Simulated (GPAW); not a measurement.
The system is Zr.

```
Zr
1.0
     3.23200    0.00000    0.00000
    -1.61600    2.79899    0.00000
     0.00000    0.00000    5.14700
Zr
2
Direct
  0.66667 0.33333 0.75000
  0.33333 0.66667 0.25000
```

```yaml
Program: GPAW 26.7.0
Task: relaxation of cell and atoms
Functional: RPBE
Potentials_or_basis: the program's PAW data sets (release 1.2.1) made for this functional
Cutoff: 600 eV
Basis: pw
k_mesh: 7 × 7 × 4
Occupations: fermi-dirac, width 0.05 eV
Spin: no spin polarisation
```

At the start: pressure 2.5 GPa; volume 23.28 Å³/atom.

Q: Where does the relaxation end?

A: Over 4 steps the energy falls by 5.3 meV/atom and the volume is 23.93 Å³/atom (+2.8 %); space group P6_3/mmc (No. 194, to 0.05 Å).

The path:
```csv
step,energy change (eV),largest force (eV/Å),pressure (GPa),volume (Å³)
1,0.0000,0.0000,2.52,46.56
2,-0.0038,0.0000,1.99,46.82
3,-0.0084,0.0000,1.06,47.28
4,-0.0106,0.0000,-0.05,47.86
```

Final structure:
```yaml
crystal:
  lattice:
    - [3.26222, 0.00000, 0.00000]
    - [-1.63111, 2.82516, 0.00000]
    - [0.00000, 0.00000, 5.19303]
  atoms:
    - { symbol: Zr, position: [0.66667, 0.33333, 0.75000] }
    - { symbol: Zr, position: [0.33333, 0.66667, 0.25000] }
```

Caveat: later steps reuse the first step's grids.
